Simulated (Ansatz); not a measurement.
A (001) slab of Ge (P6_3/mmc (No. 194)), 6 planes, outer planes Ge (top) and Ge (bottom), with 6 atoms (Ge6) in a surface cell of A = 14.262 Å², as cut from the bulk:

```
CELL_PARAMETERS angstrom
4.05816 0.00000 0.00000
-2.02908 3.51447 0.00000
0.00000 0.00000 22.53299
ATOMIC_POSITIONS crystal
Ge 0.33333 0.66667 0.33285
Ge 0.66667 0.33333 0.37014
Ge 0.66667 0.33333 0.48135
Ge 0.33333 0.66667 0.51865
Ge 0.33333 0.66667 0.62986
Ge 0.66667 0.33333 0.66715
```

Level of theory: DFT PBE, scalar-relativistic, plane waves, PAW in Ansatz 0.2.0. Plane waves to 420 eV, a k mesh through Γ of 9×9×1 on the computed 6-atom cell and Gaussian smearing (0.10 eV); no spin polarisation.

Against the same 6 atoms in the bulk, the slab as cut lies 1.825 eV higher and the relaxed slab 1.803 eV higher.

Q: Work out the surface energy before and after relaxation.

A: The slab has two faces, so γ = (E_slab − N·E_bulk)/(2A), the mean of both. As cut: 1.825/(2 × 14.262) = 0.0640 eV/Å², and 1 eV/Å² = 16.02 J/m², so γ = 1.02 J/m². Relaxed: 1.803/(2 × 14.262) = 0.0632 eV/Å² = 1.01 J/m². Relaxation recovers 1.2 % of the cost of cutting.

Q: What is the ideal work of this cut, per area?

A: Griffith's ideal work is 2γ: 2.05 J/m² if the new faces stay rigid, 2.03 J/m² if they relax. Other cuts parallel to this plane can cost less. One thickness was run, 6 planes, so γ can still shift with it.

The reference crystal is a form of Ge, which isn't its usual structure.

The cut passes between buckled bilayers and severs only the bonds along the surface normal, leaving each outermost Ge atom with three back bonds and a single dangling sp³ hybrid. The 1.825 eV is therefore essentially the price of one covalent Ge–Ge bond per surface cell, shared between two faces. The alternative parallel cut, through a bilayer, would break more bonds per cell and would probably cost more.

Relaxation recovers just 1.2 % because it leaves the cause of the cost in place. In this small cell the surface atoms can shift and rehybridise somewhat, but they can't pair up or be capped by adatoms, so every dangling bond remains, nominally half filled. The closely related (111) face of diamond-type Ge is well known to lower its energy through adatom reconstruction in larger cells, and a similar gain is likely here. The relaxed 1.01 J/m² thus describes the unreconstructed face and is probably an overestimate for an equilibrated one; the small relaxation energy is no evidence that the bulk-like termination is stable.
